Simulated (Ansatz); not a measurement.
# ScAl$_{2}$ (Fd-3m), zone-centre modes

These are results of DFT PBEsol, scalar-relativistic, plane waves, PAW in Ansatz, not measurements. The runs took a 420 eV cutoff, a Γ-centred 12×12×12 mesh and Gaussian smearing (0.15 eV). No spin polarisation.

Reference structure (relaxed at this level; it needn't be the usual structure):

```xyz
6
Lattice="0.0000 3.7634 3.7634 3.7634 0.0000 3.7634 3.7634 3.7634 0.0000" Properties=species:S:1:pos:R:3 pbc="T T T"
Sc    3.7634    3.7634    3.7634
Sc    5.6451    5.6451    5.6451
Al    0.9409    0.9409    0.9409
Al    0.9409    2.8226    2.8226
Al    2.8226    0.9409    2.8226
Al    2.8226    2.8226    0.9409
```

Harmonic modes by finite displacements of 0.02 Å, without the LO–TO term.

Problem. At this geometry, is the structure stable against these modes?

Solution. Yes: no mode is imaginary beyond 10 cm⁻¹, and only the three translations lie near zero.

Problem. List the wavenumbers in cm⁻¹.

Solution. 0, 0, 0, 160, 160, 160, 197, 197, 197, 204, 204, 204, 265, 265, 354, 354, 354, 474.

Cost: 1 run of about 2.9 core-minutes, on Arm Neoverse V1 (shared hosts).